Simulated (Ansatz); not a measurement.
**MgS: from a migration barrier to a jump rate**

Theory: Ansatz, DFT PBE, scalar-relativistic, plane waves, PAW. The runs took a 420 eV cutoff, a Γ-centred 4×4×4 mesh and Gaussian smearing (0.05 eV). No spin polarisation.

In a supercell of 16 sites an atom of S jumps into a neighbouring S vacancy, a = 4.03 Å from site to site in the perfect crystal, in a neutral cell. The half-way point, relaxed in its symmetry, lies 1.674 eV above the relaxed vacancy. Take it as the barrier; the order of the saddle wasn't checked, and the cell is small.

Q: With an assumed attempt frequency of 10¹³ s⁻¹, how often does the jump happen, and how fast does the vacancy diffuse?

A: Transition-state theory gives Γ = ν exp(−E/k_BT), and one such jump direction contributes Γa²/6 to the vacancy's diffusion coefficient averaged over directions:

```
T (K) E/k_BT       Γ (1/s)  Γa²/6 (cm²/s)
  300    64.7  7.6 × 10^-16   2.0 × 10^-31
  600    32.4   8.7 × 10^-2   2.4 × 10^-17
 1000    19.4    3.7 × 10^4   9.9 × 10^-12
 1500    12.9    2.4 × 10^7    6.4 × 10^-9
```

The rate reaches one jump a second at T = E/(k_B ln 10¹³) = 649 K. The number of equivalent jumps multiplies D if they link up through the crystal; a hop between two sites alone gives no long-range diffusion, which then waits on a higher barrier. In either case the atoms' own diffusion carries the vacancy concentration and a correlation factor besides. Rows above the melting point are formal, and so are rows where E/k_BT falls under about 3, since the theory needs rare jumps.

Q: How much does an error of 0.1 eV in the barrier matter?

A: It multiplies the rate by exp(0.1 eV/k_BT): 48 at 300 K and 3.2 at 1000 K, more than the usual doubt about ν at low temperature.

Cost: 2 runs of about 3.1 core-minutes in all, on Intel Xeon 6975P-C (Granite Rapids) (shared hosts).